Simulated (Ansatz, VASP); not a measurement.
## PbSe (Clausthalite) in VASP and in Ansatz

INCAR

```
ALGO = Fast
EDIFF = 1E-7
EDIFFG = -0.005
ENCUT = 600
GGA = RE
IBRION = 2
ISIF = 3
ISMEAR = -1
IVDW = 13
LASPH = True
LCHARG = False
LREAL = False
LWAVE = False
NELM = 100
NSW = 60
PREC = Accurate
SIGMA = 0.05
```

Contents of KPOINTS:

```
k-points
0
Gamma
  8 8 8
```

Contents of POSCAR:

```
PbSe
1.0
    0.0000000000      3.0606500000      3.0606500000
    3.0606500000      0.0000000000      3.0606500000
    3.0606500000      3.0606500000      0.0000000000
Pb Se
1 1
Direct
    0.0000000000      0.0000000000      0.0000000000
    0.5000000000      0.5000000000      0.5000000000
```

The input input.yaml:

```yaml
crystal:
  lattice:
    - [0.0, 3.06065, 3.06065]
    - [3.06065, 0.0, 3.06065]
    - [3.06065, 3.06065, 0.0]
  atoms:
    - { symbol: Pb, position: [0.0, 0.0, 0.0] }
    - { symbol: Se, position: [0.5, 0.5, 0.5] }
hamiltonian:
  xc: revpbe
  pseudopotentials: { kind: paw }
  dispersion: d4
kpoints:
  mp_grid: { grid: [8, 8, 8] }
scf:
  occupations: { method: fermi_dirac, width: 0.05 }
output:
  forces: true
  stress: true
relax:
  f_tol: 0.01
  max_steps: 40
  cell: { stress_tol: 0.05 }
```

Alike in both runs: task relaxation of cell and atoms; functional revPBE; dispersion D4; k mesh 8 × 8 × 8; occupations fermi-dirac, width 0.05 eV; no spin polarisation.

|  | VASP | Ansatz |
| --- | --- | --- |
| version | VASP 6.6.1 | Ansatz 0.2.0 |
| potentials or method | VASP PAW PBE potentials, release 64 (Pb_d, Se) | Ansatz PAW |
| plane-wave cutoff (eV) | 600 | 420 |
| valence electrons in the cell | 20 | 30 |

```csv
,VASP,Ansatz,Ansatz less VASP
relaxed volume (Å³/atom),28.85,28.85,-0.006
relaxed cell length with the largest relative difference (Å),4.338,4.337,-0.0003
```

The two sets of potentials don't hold the same shells in valence.

Caveats: the PAW data sets were made with another functional, which shifts forces and pressure a little (VASP); the plane-wave basis is chosen anew once the cell has moved, so the energies of steps on either side of that aren't comparable (Ansatz); the PAW data sets come from PBE, with cores solved anew for the run's functional, which leaves a small shift of forces and pressure (Ansatz). A k mesh can miss the band edges. Zero-point motion and thermal expansion aren't in these numbers.
